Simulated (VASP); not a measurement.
# LiH2 (P6/mmm) in VASP: reference runs

How does LiH2 come out in PBE? The cell is run as given and disturbed.

Everything below comes from runs of VASP 6.6.1. Logs are shortened: lines on timing, memory, paths and dates and some standing lists are left out, and cuts for length are marked.

## Step 1: Starting point

It takes space group P6/mmm (No. 191, hexagonal). Conventional cell: a = 2.917 Å, b = 2.917 Å, c = 2.467 Å, α = 90.00°, β = 90.00°, γ = 120.00°. Around Li (site symmetry 6/mmm) lie 12 H at 2.09 Å. H (site symmetry -6m2) has 3 H at 1.68 Å as nearest neighbours.

The cell was built by a generator and needn't be a form met in nature.

## Step 2: Single point, PBE

INCAR reads:

```
PREC     = Accurate       # precision mode
ENCUT    = 520            # plane-wave cutoff, eV
EDIFF    = 1E-7           # SCF threshold, eV
ISMEAR   = -1             # smearing method
SIGMA    = 0.05           # smearing width, eV
LREAL    = False          # projectors in reciprocal space
LASPH    = True           # aspherical terms in the spheres
NELM     = 60             # most SCF steps
ALGO     = Normal         # electronic algorithm
ISIF     = 2              # what is computed and relaxed
LWAVE    = False          # write WAVECAR
LCHARG   = True           # write CHGCAR
GGA      = PE             # functional
LELF     = True           # ELF
LVHAR    = True         
NBANDS   = 10             # bands
```

KPOINTS reads:

```
regular mesh
0
Gamma
  10 10 11
```

POSCAR reads:

```
LiH2
1.0
    2.9168600000      0.0000000000      0.0000000000
   -1.4584300000      2.5260700000      0.0000000000
    0.0000000000      0.0000000000      2.4668800000
Li H
1 2
Direct
    0.0000000000      0.0000000000      0.0000000000
    0.3333300000      0.6666700000      0.5000000000
    0.6666700000      0.3333300000      0.5000000000
```

Potentials or basis: VASP PAW PBE potentials, release 64 (Li_sv, H).

Run with:

```console
$ cat potpaw_PBE.64/Li_sv/POTCAR potpaw_PBE.64/H/POTCAR > POTCAR
$ mpirun -np 1 vasp_std > vasp.out
```

OUTCAR:

```text
PREC = Accurate
   ENCUT = 520
   EDIFF = 1E-7
   ISMEAR = -1
   LREAL = False
   LASPH = True
   NELM = 60
   ISIF = 2
   GGA = PE

 ion  position               nearest neighbor table
   1  0.000  0.000  0.000-
   2  0.333  0.667  0.500-
   3  0.667  0.333  0.500-

  LATTYP: Found a hexagonal cell.
 ALAT       =     2.9168600000
 C/A-ratio  =     0.8457313687

  Lattice vectors:

 A1 = (   2.9168600000,   0.0000000000,   0.0000000000)
 A2 = (  -1.4584300000,   2.5260700000,   0.0000000000)
 A3 = (   0.0000000000,   0.0000000000,   2.4668800000)

Analysis of symmetry for initial positions (statically):
=====================================================================
 Subroutine PRICEL returns:
 Original cell was already a primitive cell.

 Routine SETGRP: Setting up the symmetry group for a
 hexagonal supercell.

 Subroutine GETGRP returns: Found  8 space group operations
 (whereof  8 operations were pure point group operations)
 out of a pool of 24 trial point group operations.

The static configuration has the point symmetry D_2h.

Analysis of symmetry for dynamics (positions and initial velocities):
=====================================================================
 Subroutine PRICEL returns:
 Original cell was already a primitive cell.

 Routine SETGRP: Setting up the symmetry group for a
 hexagonal supercell.

 Subroutine GETGRP returns: Found  8 space group operations
 (whereof  8 operations were pure point group operations)
 out of a pool of 24 trial point group operations.

The dynamic configuration has the point symmetry D_2h.

 Subroutine INISYM returns: Found  8 space group operations
 (whereof  8 operations are pure point group operations),
 and found     1 'primitive' translations

----------------------------------------------------------------------------------------

                                     Primitive cell

  volume of cell :      18.1764

  direct lattice vectors                    reciprocal lattice vectors
     2.916860000  0.000000000  0.000000000     0.342834418  0.197935924  0.000000000
    -1.458430000  2.526070000  0.000000000     0.000000000  0.395871848  0.000000000
[... 91 lines left out ...]
   IBRION =     -1    ionic relax: 0-MD 1-quasi-New 2-CG
   NFREE  =      0    steps in history (QN), initial steepest desc. (CG)
   ISIF   =      2    stress and relaxation
   ISYM   =      2    0-nonsym 1-usesym 2-fastsym
   POTIM  = 0.5000    time-step for ionic-motion
   TEBEG  =    0.0;   TEEND  =   0.0 temperature during run
   PSTRESS=    0.0 pullay stress
   NELECT =       5.0000    total number of electrons
   NUPDOWN=      -1.0000    fix difference up-down
   EMIN   =  10.00;   EMAX   =-10.00  energy-range for DOS
   EFERMI =   0.00;   METHOD = LEGACY
   ISMEAR =    -1;   SIGMA  =   0.05  broadening in eV -4-tet -1-fermi 0-gaus
   EFERMI_NEDOS =   21; number of points for ismear=-14 and -15
   IALGO  =     38    algorithm
   IMIX   =      4    mixing-type and parameters
     AMIX     =   0.40;   BMIX     =  1.00
     AMIX_MAG =   1.60;   BMIX_MAG =  1.00
  volume/ion in A,a.u.               =       6.06        40.89
  Fermi-wavevector in a.u.,A,eV,Ry     =   1.064703  2.011997 15.423464  1.133593
  Thomas-Fermi vector in A             =   2.200230
   LORBIT       =      0    0 simple, 1 ext, 2 COOP (PROOUT), +10 PAW based schemes
   GGA     = PE    functional components
   LHFCALC =     F    Hartree Fock is set to
   AEXX    =    0.0000 exact exchange contribution
   IVDW    =     0    specifies the selected vdW correction
   LEPSILON=     F    determine dielectric tensor
   LRPA    =     F    only Hartree local field effects (RPA)
 non-spin polarized calculation
  energy-cutoff  :      520.00
  volume of cell :       18.18
 maximum number of plane-waves:       507
 NGX is ok and might be reduce to    24
   NGX = 11   NGY = 11   NGZ =  9

 number of electron       5.0000005 magnetization

 Free energy of the ion-electron system (eV)
  ---------------------------------------------------
  ext. energy  EPLUGINS =         0.00000000
  ---------------------------------------------------
  free energy    TOTEN  =        -8.07177078 eV

  energy without entropy =       -8.07039687  energy(sigma->0) =       -8.07108383

 E-fermi :   2.2887     XC(G=0):  -9.1786

 val. band max:        2.1569997916   @ k =  -0.4000   0.4000   0.3636
 cond. band min:       2.4011030876   @ k =   0.3000   0.1000   0.2727
 fundamental gap:      0.2441032961
 Fermi energy:         2.2886577291

 k-point     1 :       0.0000    0.0000    0.0000
  band No.  band energies     occupation
      1     -44.0113      2.00000
      2      -7.3935      2.00000
      3       7.8728      0.00000
      4      14.4850      0.00000
      5      14.4851      0.00000
      6      15.8974      0.00000
      7      16.7317      0.00000
      8      16.7318      0.00000
      9      17.2639      0.00000
     10      19.9257      0.00000
[... 287 lines left out ...]
 k-point    24 :      -0.2000    0.4000    0.0000
  band No.  band energies     occupation
      1     -43.9908      2.00000
      2      -5.4243      2.00000
      3       1.5187      2.00000
      4       8.0107      0.00000
      5      14.6400      0.00000
      6      17.3472      0.00000
      7      18.5048      0.00000
      8      20.7117      0.00000
      9      26.8888      0.00000
     10      27.1901      0.00000

 [... further k-points ...]

------------------------ aborting loop because EDIFF is reached ----------------------------------------

  FORCE on cell =-STRESS in cart. coord.  units (eV):
  Direction    XX          YY          ZZ          XY          YZ          ZX
  --------------------------------------------------------------------------------------
  -------------------------------------------------------------------------------------
  Total       -0.0452383     -0.0452704     -0.0255675     -0.0000279      0.0000000      0.0000000
  in kB       -3.9875679     -3.9903950     -2.2536647     -0.0024617      0.0000000      0.0000000
  external PRESSURE =      -3.4105425 kB  Pullay stress =       0.0000000 kB

 VOLUME and BASIS-vectors are now :
 -----------------------------------------------------------------------------
  energy-cutoff  :      520.00
  volume of cell :       18.18
      direct lattice vectors                 reciprocal lattice vectors
     2.916860000  0.000000000  0.000000000     0.342834418  0.197935924  0.000000000
    -1.458430000  2.526070000  0.000000000     0.000000000  0.395871848  0.000000000
     0.000000000  0.000000000  2.466880000     0.000000000  0.000000000  0.405370346

 POSITION                                       TOTAL-FORCE (eV/Angst)
 -----------------------------------------------------------------------------------
      0.00000      0.00000      0.00000         0.000000      0.000000      0.000000
     -0.00001      1.68406      1.23344         0.000010     -0.000006      0.000000
      1.45844      0.84201      1.23344        -0.000010      0.000006      0.000000
 -----------------------------------------------------------------------------------
    total drift:                                0.000000     -0.000000      0.000000

  FREE ENERGIE OF THE ION-ELECTRON SYSTEM (eV)
  ---------------------------------------------------
  free  energy   TOTEN  =        -8.0717707791 eV

  energy  without entropy=       -8.0703968742  energy(sigma->0) =       -8.07108383
```

It took 12 s on 1 thread of AMD EPYC 9R45 (Zen 5), shared host; peak memory 0.11 GiB.

What came out:

```yaml
Free_energy: -8.0718 eV
Band_gap_on_the_k_mesh: none (metal or under the smearing width)
```

Caveat: the cutoff is under 1.25 times the usual one of these potentials, so pressure, stress and relaxed cells hold a basis-set (Pulay) error.

## Step 3: Single point, PBE (atoms moved at random, drawn with an rms of 0.05 Å)

INCAR reads:

```
SYSTEM = LiH2
ALGO = Normal
EDIFF = 1E-7
ENCUT = 520
GGA = PE
ISIF = 2
ISMEAR = -1
LASPH = .True.
LCHARG = .True.
LELF = .True.
LREAL = .False.
LVHAR = .True.
LWAVE = .False.
NBANDS = 10
NELM = 80
PREC = Accurate
SIGMA = 0.05
```

KPOINTS reads:

```
k-points
0
Gamma
  10 10 11
  0 0 0
```

POSCAR reads:

```
LiH2
1.0
    2.9168600000      0.0000000000      0.0000000000
   -1.4584300000      2.5260700000      0.0000000000
    0.0000000000      0.0000000000      2.4668800000
Li H
1 2
Direct
    0.0149890000     -0.0030030000     -0.0041350000
    0.3226680000      0.6609300000      0.5097980000
    0.6862090000      0.3351200000      0.5072930000
```

Potentials or basis: VASP PAW PBE potentials, release 64 (Li_sv, H).

Run with:

```console
$ cat potpaw_PBE.64/Li_sv/POTCAR potpaw_PBE.64/H/POTCAR > POTCAR
$ mpirun -np 1 vasp_std > vasp.out
```

OUTCAR:

```text
SYSTEM = LiH2
   EDIFF = 1E-7
   ENCUT = 520
   GGA = PE
   ISIF = 2
   ISMEAR = -1
   LASPH = .True.
   LREAL = .False.
   NELM = 80
   PREC = Accurate

 ion  position               nearest neighbor table
   1  0.015  0.997  0.996-
   2  0.323  0.661  0.510-
   3  0.686  0.335  0.507-

  LATTYP: Found a hexagonal cell.
 ALAT       =     2.9168600000
 C/A-ratio  =     0.8457313687

  Lattice vectors:

 A1 = (   2.9168600000,   0.0000000000,   0.0000000000)
 A2 = (  -1.4584300000,   2.5260700000,   0.0000000000)
 A3 = (   0.0000000000,   0.0000000000,   2.4668800000)

Analysis of symmetry for initial positions (statically):
=====================================================================
 Subroutine PRICEL returns:
 Original cell was already a primitive cell.

 Routine SETGRP: Setting up the symmetry group for a
 hexagonal supercell.

 Subroutine GETGRP returns: Found  1 space group operations
 (whereof  1 operations were pure point group operations)
 out of a pool of 24 trial point group operations.

The static configuration has the point symmetry C_1 .
[... 173 lines left out ...]
      1     -44.0108      2.00000
      2      -7.3984      2.00000
      3       7.8885      0.00000
      4      14.3728      0.00000
      5      14.5805      0.00000
      6      15.8566      0.00000
      7      16.4217      0.00000
      8      16.8457      0.00000
      9      17.4901      0.00000
     10      19.9665      0.00000
[... 287 lines left out ...]
 k-point    24 :       0.1000    0.2000    0.0000
  band No.  band energies     occupation
      1     -43.9967      2.00000
      2      -6.2241      2.00000
      3       3.2785      0.00000
      4       9.6514      0.00000
      5      13.4277      0.00000
      6      17.2226      0.00000
      7      17.6157      0.00000
      8      20.1278      0.00000
      9      24.7224      0.00000
     10      26.8728      0.00000

 [... further k-points ...]

------------------------ aborting loop because EDIFF is reached ----------------------------------------

  FORCE on cell =-STRESS in cart. coord.  units (eV):
  Direction    XX          YY          ZZ          XY          YZ          ZX
  --------------------------------------------------------------------------------------
  -------------------------------------------------------------------------------------
  Total       -0.0138384     -0.0213061     -0.0416038     -0.0032948      0.0014295     -0.0082018
  in kB       -1.2197985     -1.8780457     -3.6671977     -0.2904191      0.1260035     -0.7229523
  external PRESSURE =      -2.2550140 kB  Pullay stress =       0.0000000 kB

 VOLUME and BASIS-vectors are now :
 -----------------------------------------------------------------------------
  energy-cutoff  :      520.00
  volume of cell :       18.18
      direct lattice vectors                 reciprocal lattice vectors
     2.916860000  0.000000000  0.000000000     0.342834418  0.197935924  0.000000000
    -1.458430000  2.526070000  0.000000000     0.000000000  0.395871848  0.000000000
     0.000000000  0.000000000  2.466880000     0.000000000  0.000000000  0.405370346

 POSITION                                       TOTAL-FORCE (eV/Angst)
 -----------------------------------------------------------------------------------
     -1.41033      2.51848      2.45668        -0.038389      0.006309      0.048188
     -0.02274      1.66956      1.25761         0.014001     -0.013811     -0.037847
      1.51283      0.84654      1.25143         0.024388      0.007503     -0.010341
 -----------------------------------------------------------------------------------
    total drift:                                0.000011      0.000033      0.000344

  FREE ENERGIE OF THE ION-ELECTRON SYSTEM (eV)
  ---------------------------------------------------
  free  energy   TOTEN  =        -8.0702071569 eV

  energy  without entropy=       -8.0682963653  energy(sigma->0) =       -8.06925176
```

OSZICAR:

```text
N       E                     dE             d eps       ncg     rms          rms(c)
DAV:   1    -0.374853068409E+00   -0.37485E+00   -0.16652E+03 11138   0.410E+02
DAV:   2    -0.807088437660E+01   -0.76960E+01   -0.74376E+01 15010   0.721E+01
DAV:   3    -0.822092680846E+01   -0.15004E+00   -0.14963E+00 13544   0.827E+00
DAV:   4    -0.822207345225E+01   -0.11466E-02   -0.11464E-02 13426   0.600E-01
DAV:   5    -0.822208244509E+01   -0.89928E-05   -0.89927E-05 12978   0.423E-02    0.211E+00
DAV:   6    -0.811630176954E+01    0.10578E+00   -0.50311E-02 13312   0.849E-01    0.115E+00
DAV:   7    -0.806944894788E+01    0.46853E-01   -0.93528E-02 14076   0.128E+00    0.165E-01
DAV:   8    -0.807020356882E+01   -0.75462E-03   -0.31691E-03 12770   0.423E-01    0.235E-02
DAV:   9    -0.807020650627E+01   -0.29375E-05   -0.31707E-05 14704   0.373E-02    0.585E-03
DAV:  10    -0.807020717327E+01   -0.66700E-06   -0.36877E-06 12892   0.149E-02    0.109E-03
DAV:  11    -0.807020715686E+01    0.16412E-07   -0.11688E-07 12610   0.254E-03
   1 F= -.80702072E+01 E0= -.80692518E+01  d E =-.191079E-02
```

It took 35 s on 1 thread of AMD EPYC 9R45 (Zen 5), shared host; peak memory 0.16 GiB.

Results:

| Quantity | Value |
| --- | --- |
| Free energy | -8.0702 eV |
| Largest force | 0.062 eV/Å |
| Band gap on the k mesh | none (metal or under the smearing width) |

Forces in eV/Å, atoms in the order of the input:
```
Li  -0.038  0.006  0.048
H    0.014 -0.014 -0.038
H    0.024  0.008 -0.010
```

Caveat: the cutoff is under 1.25 times the usual one of these potentials, so pressure, stress and relaxed cells hold a basis-set (Pulay) error.
